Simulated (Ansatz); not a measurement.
Input and command of a plane-wave DFT calculation in Ansatz:

```yaml
crystal:
  lattice:
    - [0.0, 2.1402821853, 2.1402821853]
    - [2.1402821853, 0.0, 2.1402821853]
    - [2.1402821853, 2.1402821853, 0.0]
  atoms:
    - { symbol: Ta, position: [0.5, 0.5, 0.5] }
    - { symbol: "N", position: [0.0, 0.0, 0.0] }
basis:
  ecutwfc: 420
kpoints:
  mp_grid: { grid: [16, 16, 16] }
hamiltonian:
  xc: pbe
scf:
  occupations: { method: gaussian, width: 0.1 }
output:
  forces: true
  stress: true
  eigenvalues: true
  write_density: true
  write_potential: true
  elf: true
  volumetric_format: npy
```

```bash
ansatz run input.yaml --threads 1 --pin off --max-ram 2560MiB --backend cpu --events-out ev --progress --plain --runs-dir out
```

Processor: Arm Neoverse V1, 1 thread, on a host shared with other jobs.

Task: How long does it run, and how much memory does it take?

Result: About 4.6 s on 1 thread of Arm Neoverse V1 (shared host), peak memory 0.32 GiB. It solves 13 bands at 145 k points (the mesh reduced by the symmetry that the task leaves, which can be less than the crystal's) with about 387 plane waves, in 6 SCF iterations.
